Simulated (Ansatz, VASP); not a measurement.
## LiF: VASP beside Ansatz

INCAR

```
  ALGO = Normal
  EDIFF = 1E-6
  ENCUT = 520
  GGA = PE
  ISIF = 2
  ISMEAR = -1
  LASPH = T
  LCHARG = F
  LREAL = F
  LWAVE = F
  NBANDS = 12
  NELM = 100
  PREC = Accurate
  SIGMA = 0.03
```

Contents of KPOINTS:

```
k-points
0
Gamma
  10 10 10
```

The input POSCAR:

```
LiF
1.0
    0.0000000000      1.9728864230      1.9728864230
    1.9728864230      0.0000000000      1.9728864230
    1.9728864230      1.9728864230      0.0000000000
Li F
1 1
Direct
    0.0000000000      0.0000000000      0.0000000000
    0.5000000000      0.5000000000      0.5000000000
```

Input for Ansatz:

```yaml
crystal:
  lattice:
    - [0.0, 1.972886423, 1.972886423]
    - [1.972886423, 0.0, 1.972886423]
    - [1.972886423, 1.972886423, 0.0]
  atoms:
    - { symbol: Li, position: [0.0, 0.0, 0.0] }
    - { symbol: F, position: [0.5, 0.5, 0.5] }
kpoints:
  mp_grid: { grid: [10, 10, 10] }
  band_path:
    path:
      - [0.0, 0.0, 0.0]
      - [0.5, 0.0, 0.5]
      - [0.625, 0.25, 0.625]
      - [0.375, 0.375, 0.75]
      - [0.0, 0.0, 0.0]
      - [0.5, 0.5, 0.5]
      - [0.5, 0.25, 0.75]
      - [0.5, 0.0, 0.5]
    npoints: 5
scf:
  occupations: { method: fermi_dirac, width: 0.03 }
hamiltonian:
  xc: pbe
  pseudopotentials: { kind: all_electron, lapw: { basis_error: 0.001 } }
output:
  forces: true
  stress: true
  eigenvalues: true
```

Change from the starting cell: volume scaled by 0.94.

Alike in both runs: task single point; functional PBE; k mesh 10 × 10 × 10; occupations fermi-dirac, width 0.03 eV; no spin polarisation.

```csv
,VASP,Ansatz
version,VASP 6.6.1,Ansatz 0.2.0
potentials or method,"VASP PAW PBE potentials, release 64 (Li_sv, F)","all-electron LAPW, scalar-relativistic"
plane-wave cutoff (eV),520,see its input
```

|  | VASP | Ansatz | Ansatz less VASP |
| --- | --- | --- | --- |
| gap on the k mesh at the Fermi level (eV) | 9.66 | 9.64 | -0.024 |

Ansatz ran all-electron here, so the differences hold the error of VASP's frozen core and of both bases.

 A k mesh can miss the band edges.
